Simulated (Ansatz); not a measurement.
The calculation used Ansatz 0.2.0, DFT PBE, scalar-relativistic, plane waves, PAW. Settings: cutoff 420 eV, Γ-centred meshes spaced at most about 0.3 Å⁻¹ (2π included), Gaussian smearing. No spin polarisation in the final relaxations.

All energies are static (0 K, no zero-point motion).

Two forms of MgH2 were relaxed alike.

1.

Space group P4_122 (No. 91). a = 6.796 Å, b = 6.796 Å, c = 5.414 Å, α = 90.00°, β = 90.00°, γ = 90.00°
```csv
atom,site,symmetry,x,y,z
Mg,4a,.2.,0.3481,0.0000,0.7500
H,4b,.2.,0.5000,0.0952,0.5000
H,4c,..2,0.1961,0.1961,0.8750
```

2.

Space group Fd-3m:1 (No. 227). a = 17.300 Å, b = 17.300 Å, c = 17.300 Å, α = 90.00°, β = 90.00°, γ = 90.00°
```
atom  site  symmetry       x       y       z
  Mg   32e       .3m  0.0651  0.9349  0.4349
   H   48f      2.mm  0.0000  0.0000  0.3804
   H   16d      .-3m  0.1250  0.8750  0.3750
```

Problem. Which would you expect to be lower, and how large is the difference?

Solution. Cell 1 is lower, by 33 meV/atom. Cell 1 has space group P4_122 (No. 91), 20.8 Å³/atom and a gap of 5.13 eV on its mesh; cell 2 has space group Fd-3m (No. 227), 53.9 Å³/atom and a gap of 5.06 eV. The denser one is the lower, and pressure would at first widen the difference. In cell 1, around Mg lie 4 H at 1.82 Å; around H on its first site lie 2 Mg at 1.82 Å; H on its second site is surrounded by 2 Mg at 1.82 Å. In cell 2, around Mg lie 4 H at 1.79–1.85 Å; around H on a site of symmetry 2mm lie 2 Mg at 1.85 Å; around H on a site of symmetry -3m lie 2 Mg at 1.79 Å. Both come from invented guesses. The part of the Crystallography Open Database at hand lists MgH2 in space group No. 136, which no cell shown has.

Kohn–Sham gaps at this level usually fall short of measured ones. With hydrogen, zero-point motion can shift such differences by 10 meV/atom or more. Cells relaxed within their symmetry can be saddle points.
